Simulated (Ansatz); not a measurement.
Zn:

```xyz
1
Lattice="-1.5690 1.5690 1.5690 1.5690 -1.5690 1.5690 1.5690 1.5690 -1.5690" Properties=species:S:1:pos:R:3 pbc="T T T"
Zn    0.0000    0.0000    0.0000
```

This isn't the form of Zn at room conditions, which is hcp.

| Quantity | Value |
| --- | --- |
| Program | Ansatz 0.2.0 |
| Task | relaxation of cell and atoms |
| Functional | PBEsol |
| Dispersion | D3(BJ) |
| Potentials or basis | Ansatz PAW |
| Cutoff | 420 eV (not typed: the program's choice for these potentials) |
| k mesh | 12 × 12 × 12 |
| Occupations | fermi-dirac, width 0.05 eV |
| Spin | no spin polarisation |

At the start: volume 15.45 Å³/atom.

Problem. How do energy, volume and symmetry change on relaxing?

Solution. It ends after 5 steps and the volume is 13.56 Å³/atom (-12.2 %); space group Im-3m (No. 229, to 0.05 Å).

The path:
```
step  energy change (eV)  largest force (eV/Å)  volume (Å³)
   1              0.0000                0.0000        15.45
   2             -0.0574                0.0000        14.03
   3             -0.0616                0.0000        13.38
   4             -0.0624                0.0000        13.56
   5             -0.0613                0.0000        13.56
```

Final structure:
```
Zn
1.0
    -1.50238    1.50238    1.50238
     1.50238   -1.50238    1.50238
     1.50238    1.50238   -1.50238
Zn
1
Direct
  0.00000 0.00000 0.00000
```

Caveat: the plane-wave basis is chosen anew once the cell has moved, so the energies of steps on either side of that aren't comparable; pairwise dispersion overbinds metals, which lowers pressure and volume; the PAW data sets come from PBE, with cores solved anew for the run's functional, which leaves a small shift of forces and pressure.
